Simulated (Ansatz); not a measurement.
A 9-atom cell of CdI₂ (P-3m1) from a materials database at its r2SCAN+rVV10 geometry, run in Ansatz at 4 levels of theory. Non-magnetic throughout; all numbers are computed.

The LDA input:
```yaml
crystal:
  lattice:
    - [4.2468179188, 0.0, 0.0]
    - [-2.1234089594, 3.6778522029, 0.0]
    - [0.0, 0.0, 20.6923892625]
  atoms:
    - { symbol: Cd, position: [0.6666666667, 0.3333333333, 0.333165591] }
    - { symbol: Cd, position: [0.3333333333, 0.6666666667, 0.666834409] }
    - { symbol: Cd, position: [0.0, 0.0, 0.0] }
    - { symbol: I, position: [0.3333333333, 0.6666666667, 0.0830957573] }
    - { symbol: I, position: [0.3333333333, 0.6666666667, 0.4162484389] }
    - { symbol: I, position: [0.6666666667, 0.3333333333, 0.9169042427] }
    - { symbol: I, position: [0.6666666667, 0.3333333333, 0.5837515611] }
    - { symbol: I, position: [0.0, 0.0, 0.2500582723] }
    - { symbol: I, position: [0.0, 0.0, 0.7499417277] }
kpoints:
  mp_grid: { grid: [12, 12, 2] }
  band_path:
    path:
      - [0.0, 0.0, 0.0]
      - [0.5, 0.0, 0.0]
      - [0.3333333333, 0.3333333333, 0.0]
      - [0.0, 0.0, 0.5]
      - [0.5, 0.0, 0.5]
      - [0.3333333333, 0.3333333333, 0.5]
      - [-0.125, 0.0, 0.203125]
      - [0.0, 0.5, 0.0]
    npoints: 1
hamiltonian:
  xc: lda
scf:
  occupations: { method: fixed }
  n_extra_bands: 6
output:
  forces: true
  stress: true
  eigenvalues: true
  write_density: true
  write_potential: true
  elf: true
  volumetric_format: npy
```

Main results, then, where recorded, the levels near the gap in eV from the Fermi energy (columns number the bands from 0), one row a point of the path (Γ, M, K, A, L, H, (-1/8, 0, 0.203), M):
```
Crystal: 9 atoms, lattice volume = 323.198 Å³
Symmetry: 12 space group operations
Space group: P-3m1 (ITA 164)
```
```
Basis set: ecut = 420 eV, 6327 PW (Γ)
k-points: 38 of 288
SCF converged after 7 iterations
Free energy (F): -68493.526711 eV
Fermi energy:    5.866457 eV
--- Forces (eV/Å), atoms counted from 1 ---
  atom   1  Cd      0.00000      0.00000      0.00037
  atom   2  Cd      0.00000      0.00000    -0.00037
  atom   3  Cd      0.00000      0.00000      0.00000
  atom   4  I       0.00000      0.00000    -0.27500
  atom   5  I       0.00000      0.00000    -0.28248
  atom   6  I       0.00000      0.00000      0.27500
  atom   7  I       0.00000      0.00000      0.28248
  atom   8  I       0.00000      0.00000      0.27519
  atom   9  I       0.00000      0.00000    -0.27519
--- Stress (GPa, compression-positive) ---
       -2.054672       0.000000       0.000000
        0.000000      -2.054672       0.000000
        0.000000       0.000000      -2.051645
  P = ⅓ Tr σ = -2.0537 GPa (-20.537 kbar)
```
```tsv
band_78	band_79	band_80	band_81	band_82	band_83
-0.037	-0.032	-0.032	2.182	3.127	3.130
-0.361	-0.268	-0.136	2.024	2.317	2.429
-0.565	-0.472	-0.472	2.899	2.899	2.933
-0.095	-0.008	-0.008	2.533	2.543	3.406
-0.317	-0.210	-0.206	2.069	2.167	2.528
-0.635	-0.501	-0.501	2.907	2.907	2.941
-0.120	-0.112	0.010	2.831	3.154	3.391
-0.361	-0.268	-0.136	2.024	2.317	2.429
```

LDA gives an indirect gap of 2.01 eV, from k = (-1/8, 0, 0.203) to M; the least direct gap is 2.16 eV at M.

Q: In the first input these blocks are replaced (the band path and keys that only write files left aside):
```yaml
hamiltonian:
  xc: pbe
scf:
  occupations: { method: fixed }
  n_extra_bands: 12
magnetization:
  noncollinear: true
  spin_orbit: true
```
What comes out?

A:
```
Basis set: ecut = 420 eV, 6327 PW (Γ)
k-points: 38 of 288
SCF converged after 10 iterations
Free energy (F): -69872.328825 eV
Fermi energy:    6.487576 eV
--- Forces (eV/Å), atoms counted from 1 ---
  atom   1  Cd      0.00000      0.00000    -0.00078
  atom   2  Cd      0.00000      0.00000      0.00078
  atom   3  Cd      0.00000      0.00000      0.00000
  atom   4  I       0.00000      0.00000      0.08520
  atom   5  I       0.00000      0.00000      0.08045
  atom   6  I       0.00000      0.00000    -0.08520
  atom   7  I       0.00000      0.00000    -0.08045
  atom   8  I       0.00000      0.00000    -0.08408
  atom   9  I       0.00000      0.00000      0.08408
--- Stress (GPa, compression-positive) ---
        1.719937       0.000000       0.000000
        0.000000       1.719937       0.000000
        0.000000       0.000000       1.618784
  P = ⅓ Tr σ = 1.6862 GPa (16.862 kbar)
```
The PBE+SOC gap is indirect, 1.90 eV (A to M), below the direct gap of 2.10 eV at M. The mean pressure at these positions is +1.69 GPa, compression counted positive.

r2SCAN. Against the first input these blocks differ (the band path and keys that only write files left aside):
```yaml
hamiltonian:
  xc: r2scan
```

```
Basis set: ecut = 500 eV, 8229 PW (Γ)
k-points: 38 of 288
SCF converged after 7 iterations
Free energy (F): -69979.187308 eV
Fermi energy:    5.836697 eV
--- Forces (eV/Å), atoms counted from 1 ---
  atom   1  Cd      0.00000      0.00000    -0.00007
  atom   2  Cd      0.00000      0.00000      0.00007
  atom   3  Cd      0.00000      0.00000      0.00000
  atom   4  I       0.00000      0.00000    -0.00417
  atom   5  I       0.00000      0.00000    -0.00574
  atom   6  I       0.00000      0.00000      0.00417
  atom   7  I       0.00000      0.00000      0.00574
  atom   8  I       0.00000      0.00000      0.00452
  atom   9  I       0.00000      0.00000    -0.00452
--- Stress (GPa, compression-positive) ---
        0.853987       0.000000       0.000000
        0.000000       0.853987       0.000000
        0.000000       0.000000       0.821896
  P = ⅓ Tr σ = 0.8433 GPa (8.433 kbar)
```
```tsv
band_78	band_79	band_80	band_81	band_82	band_83
-0.039	-0.037	-0.037	3.075	3.905	3.909
-0.360	-0.257	-0.139	2.646	2.928	3.044
-0.561	-0.465	-0.465	3.500	3.500	3.541
-0.099	-0.013	-0.013	3.370	3.381	4.155
-0.313	-0.209	-0.208	2.697	2.786	3.131
-0.622	-0.490	-0.490	3.507	3.507	3.547
-0.117	-0.112	0.009	3.620	3.894	4.103
-0.360	-0.257	-0.139	2.646	2.928	3.044
```

The r2SCAN gap is indirect, 2.64 eV (k = (-1/8, 0, 0.203) to M), below the direct gap of 2.78 eV at M. At this geometry r2SCAN finds +0.84 GPa, compression counted positive: its own equilibrium volume is larger.

Q: Another run on the same cell gave
```
Basis set: ecut = 420 eV, 6327 PW (Γ)
k-points: 14 of 72
hybrid outer 1: dexx = +4.087e-2 eV, tail = 1.55e-4 eV
hybrid outer 2: dexx = +1.636e-6 eV, tail = 9.98e-8 eV, Δε = 3.39e-3 eV, ΔF = 9.59e-3 eV/Å
hybrid outer 3: dexx = +1.338e-9 eV, tail = 5.86e-10 eV, Δε = 1.96e-4 eV, ΔF = 3.53e-4 eV/Å
hybrid SCF converged: 3 outer / 16 inner (+4 warm-up)
Free energy (F): -69885.785959 eV
Fermi energy:    5.508502 eV
--- Forces (eV/Å), atoms counted from 1 ---
  atom   1  Cd      0.00000      0.00000    -0.00087
  atom   2  Cd      0.00000      0.00000      0.00087
  atom   3  Cd      0.00000      0.00000      0.00000
  atom   4  I       0.00000      0.00000    -0.07867
  atom   5  I       0.00000      0.00000    -0.08028
  atom   6  I       0.00000      0.00000      0.07867
  atom   7  I       0.00000      0.00000      0.08028
  atom   8  I       0.00000      0.00000      0.07951
  atom   9  I       0.00000      0.00000    -0.07951
--- Stress (GPa, compression-positive) ---
        0.837370       0.000000       0.000000
        0.000000       0.837370       0.000000
        0.000000       0.000000       0.728904
  P = ⅓ Tr σ = 0.8012 GPa (8.012 kbar)
```
```tsv
band_78	band_79	band_80	band_81	band_82	band_83
-0.045	-0.042	-0.042	3.480	4.375	4.379
-0.385	-0.289	-0.153	3.152	3.451	3.570
-0.605	-0.504	-0.504	4.065	4.065	4.104
-0.109	-0.017	-0.017	3.793	3.804	4.658
-0.350	-0.227	-0.226	3.204	3.301	3.665
-0.668	-0.528	-0.528	4.072	4.072	4.111
-0.124	-0.119	0.009	4.080	4.396	4.636
-0.385	-0.289	-0.153	3.152	3.451	3.570
```
Which level of theory and mesh gave it?

A: It is HSE06, judged by the exchange loop and the size of the gap (a near hybrid could fit too), on 6×6×2; the blocks that differ from the first input, but for the band path:
```yaml
kpoints:
  mp_grid: { grid: [6, 6, 2] }
hamiltonian:
  xc: hse06
```
With HSE06 the valence top lies at k = (-1/8, 0, 0.203) and the conduction bottom at M, 3.14 eV higher; the smallest vertical gap, at M, is 3.30 eV. With the atoms held, the mean pressure is +0.8 GPa (compression positive). (The program warns that its thresholds are loose for a hybrid's stress.)

Small level splittings and stresses of the hybrids carry the error of their coarser meshes.

Totals of different functionals, or with and without spin-orbit coupling, can't be compared.

Only the levels marked +SOC include spin-orbit coupling.

The meshes of the hybrids are coarse, so their gaps aren't converged to the digits shown.
